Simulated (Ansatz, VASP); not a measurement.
# H2C7 in VASP and in Ansatz

```
CELL_PARAMETERS angstrom
5.05083 0.00000 0.00000
0.00000 5.05083 0.00000
0.00000 0.00000 18.85962
ATOMIC_POSITIONS crystal
C 0.50000 0.50000 0.24669
C 0.50000 0.00000 0.24669
C 0.00000 0.50000 0.24669
C 0.00000 0.00000 0.24669
C 0.75000 0.50000 0.29403
C 0.75000 0.00000 0.29403
C 0.25000 0.50000 0.29403
C 0.25000 0.00000 0.29403
C 0.75000 0.75000 0.34137
C 0.75000 0.25000 0.34137
C 0.25000 0.75000 0.34137
C 0.25000 0.25000 0.34137
C 0.99994 0.75000 0.39325
C 0.00138 0.25000 0.39386
C 0.49963 0.75000 0.38557
C 0.50001 0.25000 0.38686
C 0.00067 0.99628 0.44462
C 0.00067 0.50372 0.44462
C 0.49830 0.99204 0.43162
C 0.49830 0.50796 0.43162
C 0.26830 0.99343 0.48926
C 0.26830 0.50657 0.48926
C 0.73296 0.99754 0.48770
C 0.73296 0.50246 0.48770
C 0.36610 0.25000 0.51419
C 0.36154 0.75000 0.54404
C 0.63792 0.25000 0.52202
C 0.63427 0.75000 0.52465
H 0.50000 0.64230 0.20671
H 0.50000 0.35770 0.20671
H 0.50000 0.14230 0.20671
H 0.50000 0.85770 0.20671
H 0.00000 0.35778 0.20665
H 0.00000 0.64222 0.20665
H 0.00000 0.85778 0.20665
H 0.00000 0.14222 0.20665
```

Alike in both runs: functional PBE; k mesh 5 × 5 × 1; occupations gaussian, width 0.05 eV; no spin polarisation.

Ansatz relaxed the structure, and its values are those at the end. VASP's run is a single point on that final structure, the one shown.

|  | VASP | Ansatz |
| --- | --- | --- |
| version | VASP 6.6.1 | Ansatz 0.2.0 |
| potentials or method | VASP PAW PBE potentials, release 64 (C, H) | scalar-relativistic, plane waves, PAW |
| plane-wave cutoff (eV) | 520 | 420 |
| valence electrons in the cell | 120 | 120 |

|  | VASP | Ansatz | Ansatz less VASP |
| --- | --- | --- | --- |
| gap on the k mesh at the Fermi level (eV) | 1.07 | 1.06 | -0.003 |
| least direct gap on the mesh (eV) | 1.07 | 1.06 | -0.003 |
| rms of the force components (eV/Å) | 0.754 | 0.752 | -0.0021 |
